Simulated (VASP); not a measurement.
## H11C2NO4: single point with r2SCAN

Crystal: H11C2NO4.

```
O H C N
1.0
     6.10643    0.00000    0.00000
     0.00000    6.10643    0.00000
     0.00000    0.00000    6.10643
O H C N
4 11 2 1
Direct
  0.12971 0.14519 0.56945
  0.41781 0.70465 0.36266
  0.19932 0.42466 0.06683
  0.73589 0.40714 0.58741
  0.19722 0.24636 0.67067
  0.98690 0.21155 0.54721
  0.33708 0.83368 0.40721
  0.31812 0.62472 0.26690
  0.31657 0.32461 0.10791
  0.06764 0.36290 0.13039
  0.62800 0.49311 0.50790
  0.68274 0.40049 0.73589
  0.44878 0.86706 0.76398
  0.73972 0.85073 0.73325
  0.60668 0.71988 0.96110
  0.60569 0.86275 0.85138
  0.62715 0.05945 0.97960
  0.64011 0.21804 0.08141
```

The cell was built by a generator and needn't be a form met in nature.

```yaml
Program: VASP 6.6.1
Task: single point
Functional: r2SCAN
Potentials_or_basis: VASP PAW PBE potentials, release 64 (O, H, C, N)
Cutoff: 520 eV
k_mesh: 1 × 1 × 1
Occupations: fermi-dirac, width 0.05 eV
Spin: no spin polarisation
Dipole_correction: no
Further_INCAR_settings: LREAL = Auto; ALGO = Normal; EDIFF = 1e-06; NBANDS = 39
```

| Property | Result |
| --- | --- |
| Pressure | -0.8 GPa |
| Largest force | 0.968 eV/Å |
| Band gap on the k mesh | 5.74 eV, direct |

Forces in eV/Å, atoms in the order of the input:
```
O    0.099 -0.075 -0.004
O   -0.065  0.107  0.079
O    0.044 -0.098  0.116
O   -0.011 -0.005 -0.014
H    0.074  0.006  0.043
H   -0.212  0.048 -0.054
H    0.044 -0.002  0.052
H   -0.033 -0.126 -0.113
H   -0.050  0.072 -0.035
H    0.020  0.040 -0.028
H   -0.014  0.058 -0.148
H    0.044 -0.034  0.118
H    0.161 -0.049  0.081
H   -0.051 -0.018  0.021
H    0.039  0.083 -0.064
C   -0.109  0.034  0.059
C   -0.091 -0.804 -0.531
N    0.111  0.762  0.423
```

Stress tensor (GPa, compression positive):
```
-1.26  0.48  0.14
 0.48 -0.72  0.61
 0.14  0.61 -0.55
```

Levels at points of the mesh, in eV from the valence-band top:
| k point | band 20 | band 21 | band 22 | band 23 | band 24 | band 25 | band 26 | band 27 | band 28 | band 29 |
| --- | --- | --- | --- | --- | --- | --- | --- | --- | --- | --- |
| (0.00, 0.00, 0.00) | -1.43 | -0.68 | -0.20 | -0.17 | 0.00 | 5.74 | 6.87 | 7.16 | 9.04 | 9.54 |

It took 3 min on 1 thread of Intel(R) Xeon(R) Platinum 8375C CPU @ 2.90GHz (Ice Lake), on a shared host, peak memory 0.33 GiB.

Caveat: the standard files for N, O and F lose accuracy on very short bonds; the PAW data sets were made with another functional, which shifts forces and pressure a little. r2SCAN opens gaps a little over a GGA but as a rule still falls short of measured ones.
